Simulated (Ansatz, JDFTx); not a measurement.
Given: the input of a run of JDFTx 1.7.0 (patched build) on NiO. Atoms were shifted at random by some hundredths of an Å from the given cell, which wasn't relaxed again for these runs. 

File NiO.in:

```
lattice \
    0.0000000000     3.9417828252     3.9417828252 \
    3.9417828252     0.0000000000     3.9417828252 \
    3.9417828252     3.9417828252     0.0000000000
coords-type Lattice
ion Ni    -0.0003700000    -0.0167360000     0.0195200000 1
ion O      0.5030520000     0.4931530000     0.4960460000 1

ion-species pseudo/Ni.upf
ion-species pseudo/O.upf
elec-cutoff 49 392
elec-ex-corr gga-PBEsol
kpoint-folding 11 11 11
elec-smearing Fermi 0.0018374661
elec-n-bands 19
spintype z-spin
initial-magnetic-moments Ni 1
elec-initial-magnetization 1 no
electronic-SCF nIterations 100 energyDiffThreshold 1e-09
electronic-minimize nIterations 30 energyDiffThreshold 1e-7
converge-empty-states yes
forces-output-coords Cartesian

dump-name run.$VAR
dump End Ecomponents EigStats BandEigs Kpoints Forces Stress
```

Potentials or basis: PseudoDojo-SR-PBEsol-0.4.1-standard with smoothed tails.

Command:

```sh
$ jdftx -c 1 -i NiO.in -o NiO.out
```

Translate it to Ansatz 0.2.0. Potentials or basis there: Ansatz PAW, cutoff 420 eV.

As run (cutoffs and basis follow the program's own potentials, and thresholds, step limits or extra output files can differ):

File input.yaml:

```yaml
crystal:
  lattice:
    - [0.0, 2.0859016414, 2.0859016414]
    - [2.0859016414, 0.0, 2.0859016414]
    - [2.0859016414, 2.0859016414, 0.0]
  atoms:
    - { symbol: Ni, position: [-0.00037, -0.016736, 0.01952], spin: 1.0 }
    - { symbol: O, position: [0.503052, 0.493153, 0.496046] }
hamiltonian:
  xc: pbesol
  pseudopotentials: { kind: paw }
magnetization:
  spin_polarized: true
kpoints:
  mp_grid: { grid: [11, 11, 11] }
scf:
  occupations: { method: fermi_dirac, width: 0.05 }
output:
  forces: true
  stress: true
  eigenvalues: true
```

Potentials or basis: Ansatz PAW.

The run is started by

```bash
$ ansatz run input.yaml --threads 1 --pin off --max-ram 3584MiB --backend cpu --events-out ev --progress --plain --runs-dir out
```

Both were run:

|  | JDFTx | Ansatz |
| --- | --- | --- |
| Pressure | -6.3 GPa | -6.8 GPa |
| Net moment | 1.58 μB per cell | 1.44 μB per cell |
| Absolute moment | 1.59 μB per cell | 1.44 μB per cell |

Ansatz's pressure holds a Pulay term of +0.75 GPa for its cutoff of 420 eV, which the other run lacks.

Ansatz's potentials were made for PBE.

Where Ansatz's input types no cutoff or centring, it takes its own default and a Γ-centred mesh.

The magnetic state is the one that the start led to; the real crystal's order can differ.

Pressure is positive in compression.
